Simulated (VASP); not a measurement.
Input of a VASP 6.6.1 run:

File INCAR:

```
ALGO = Normal
EDIFF = 1E-7
EDIFFG = -0.005
ENCUT = 600
GGA = PE
IBRION = 2
ISIF = 3
ISMEAR = 0
KPAR = 2
LASPH = T
LATTICE_CONSTRAINTS = .TRUE. .TRUE. .FALSE.
LCHARG = F
LREAL = F
LWAVE = F
NELM = 80
NSW = 90
PREC = Accurate
SIGMA = 0.03
```

File KPOINTS:

```
k-points
0
Gamma
  12 12 1
```

Contents of POSCAR:

```
WSe2                                    
1.0
    3.3233359519     -0.0000000000      0.0000000000
   -1.6616679759      2.8780933612      0.0000000000
    0.0000000000      0.0000000000     27.8312600000
  Se              W             
     4     2
Direct
     0.3333333300000021    0.6666666699999979    0.3107825984876784
     0.3333333300000021    0.6666666699999979    0.4314569705523797
     0.6666666699999979    0.3333333300000021    0.5685430294476199
     0.6666666699999979    0.3333333300000021    0.6892174015123217
     0.6666666699999979    0.3333333300000021    0.3711134063531052
     0.3333333300000021    0.6666666699999979    0.6288865936468948
```

Potentials or basis: VASP PAW PBE potentials, release 64 (Se, W_sv).

Command:

```console
$ cat potpaw_PBE.64/Se/POTCAR potpaw_PBE.64/W_sv/POTCAR > POTCAR
$ mpirun -np 2 vasp_std > vasp.out
```

Question: What does it give for the space group after relaxing (to 0.05 Å)?

Answer: P-3m1 (No. 164).

Question: What does it give for the relaxed volume?

Answer: 44.35 Å³/atom.

Question: What does it give for the relaxed cell?

Answer: a = 3.323 Å, b = 3.323 Å, c = 27.831 Å, α = 90.00°, β = 90.00°, γ = 120.00°.

Question: Estimate the band gap on the k mesh.

Answer: 1.53 eV, direct.

Step by step:
```tsv
step	energy change (eV)	largest force (eV/Å)	pressure (GPa)	volume (Å³)
1	0.0000	0.0098	0.02	266.20
2	0.0000	0.0069	0.02	266.17
3	0.0000	0.0104	0.01	266.08
4	0.0000	0.0103	0.01	266.07
5	-0.0001	0.0107	0.02	266.05
6	-0.0001	0.0111	0.03	266.00
7	-0.0002	0.0207	0.06	265.91
8	-0.0002	0.0459	0.11	265.73
9	-0.0002	0.0457	0.11	265.73
10	-0.0002	0.0456	0.11	265.73
11	-0.0002	0.0461	0.11	265.72
12	-0.0002	0.0458	0.11	265.72
13	-0.0003	0.0461	0.11	265.72
14	-0.0003	0.0476	0.11	265.72
15	-0.0004	0.0493	0.11	265.71
16	-0.0006	0.0528	0.11	265.70
17	-0.0010	0.0599	0.12	265.67
18	-0.0014	0.0739	0.14	265.62
19	-0.0020	0.0027	0.00	266.11
```

Caveat: spin-orbit coupling is left out, which moves the levels of the heavy elements; without dispersion, layers of such crystals drift apart on relaxing, which shifts levels and gaps; volumes and pressures include the vacuum.
